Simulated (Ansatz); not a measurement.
Space group P6_3/mmc (No. 194). a = 5.460 Å, b = 5.460 Å, c = 9.038 Å, α = 90.00°, β = 90.00°, γ = 120.00°
```csv
atom,site,symmetry,x,y,z
Cs,2c,-6m2,0.3333,0.6667,0.2500
```

Equation of state of this Cs structure (not necessarily the ground state), with shape and atoms relaxed at each volume where symmetry leaves them free. It has no gap at any of these volumes. Computed with DFT PBE, scalar-relativistic, plane waves, PAW (Ansatz).

Cutoff 420 eV; k points 9×9×6 on the computed 2-atom cell (Γ-centred); Gaussian smearing, width 0.10 eV; no spin polarisation.

| V (Å³/atom) | E − E(largest V) (meV/atom) | P (GPa) |
| --- | --- | --- |
| 102.654 | 7.66 | 0.32 |
| 106.154 | 1.67 | 0.23 |
| 109.653 | -2.39 | 0.14 |
| 113.153 | -4.75 | 0.07 |
| 116.653 | -5.62 | 0.01 |
| 120.152 | -5.19 | -0.05 |
| 123.652 | -3.62 | -0.09 |
| 128.318 | 0.00 | -0.15 |

Q: Fit a third-order Birch–Murnaghan equation to E(V).

A: V0 = 117.18 Å³/atom, B0 = 2 GPa, B0' = 3.4.

Spin-orbit coupling is left out, which matters for the bands of heavy elements.

This form isn't the element's structure at ambient conditions.